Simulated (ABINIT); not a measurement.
Runs of ABINIT 10.8.3 (patched build) on SnO. The structure is tetragonal, space group P4/nmm (No. 129). The conventional cell has a = 3.814 Å, b = 3.814 Å, c = 4.887 Å, α = 90.00°, β = 90.00°, γ = 90.00°. Sn (site symmetry 4mm) has 4 O at 2.23 Å as nearest neighbours. O (site symmetry -4m2) is surrounded by 4 Sn at 2.23 Å. The cell is a database's computed one.

```tsv
level	gap on the mesh (eV)	pressure (GPa)	largest force (eV/Å)
PBEsol	0.37	-1.4	0.06
AM05	0.41	-0.9	0.02
revPBE	0.38	4.6	(a)
BLYP	(b)	7.2	0.53
RPBE	0.38	5.3	0.54
LDA	0.47	-4.1	0.24
PBE	0.39	2.7	0.35
```

Alike in all rows: task band structure; potentials or basis JTH PAW PBE v2.0; no spin polarisation; cell as given; k mesh 7 × 7 × 6; cutoff (eV) 762; smearing fermi-dirac 0.05 eV.

**Question.** Estimate the missing entries.

**Answer.** (a) 0.49; (b) 0.60.

Caveats: spin-orbit coupling is left out, which moves the levels of the heavy elements; the mesh misses the band edges, which the band path finds closer together; the PAW data sets were made with another functional, which shifts forces and pressure a little (some runs).

A k mesh can miss the band edges, and the runs leave out spin-orbit coupling on Sn.
